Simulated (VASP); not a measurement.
Input of a VASP 6.6.1 run:

File INCAR:

```
SYSTEM = LiF
PREC     = Accurate       ! precision mode
ENCUT    = 900            ! plane-wave cutoff, eV
EDIFF    = 1E-6           ! SCF threshold, eV
ISMEAR   = 0              ! smearing method
SIGMA    = 0.02           ! smearing width, eV
LREAL    = .FALSE.        ! projectors in reciprocal space
LASPH    = .TRUE.         ! aspherical terms in the spheres
NELM     = 80             ! most SCF steps
ALGO     = Fast           ! electronic algorithm
ISIF     = 2              ! what is computed and relaxed
LWAVE    = .FALSE.        ! write WAVECAR
LCHARG   = .FALSE.        ! write CHGCAR
GGA      = PS             ! functional
NBANDS   = 12             ! bands
```

The input KPOINTS:

```
regular mesh
0
G
  10 10 10
  0 0 0
```

Contents of POSCAR:

```
LiF
1.0
    0.0000000000      1.9983100000      1.9983100000
    1.9983100000      0.0000000000      1.9983100000
    1.9983100000      1.9983100000      0.0000000000
Li F
1 1
Direct
    0.0000000000      0.0000000000      0.0000000000
    0.5000000000      0.5000000000      0.5000000000
```

Potentials or basis: VASP PAW PBE potentials, release 64 (Li_sv, F_h).

Command:

```console
$ cat potpaw_PBE.64/Li_sv/POTCAR potpaw_PBE.64/F_h/POTCAR > POTCAR
$ mpirun -np 1 vasp_std > vasp.out
```

**Question.** Predict the band gap on the k mesh.

**Answer.** 9.11 eV, direct.

**Question.** Estimate the pressure.

**Answer.** -0.5 GPa.

Caveat: the cutoff is under 1.25 times the usual one of these potentials, so pressure, stress and relaxed cells hold a basis-set (Pulay) error; the PAW data sets were made with another functional, which shifts forces and pressure a little. A k mesh can miss the band edges.
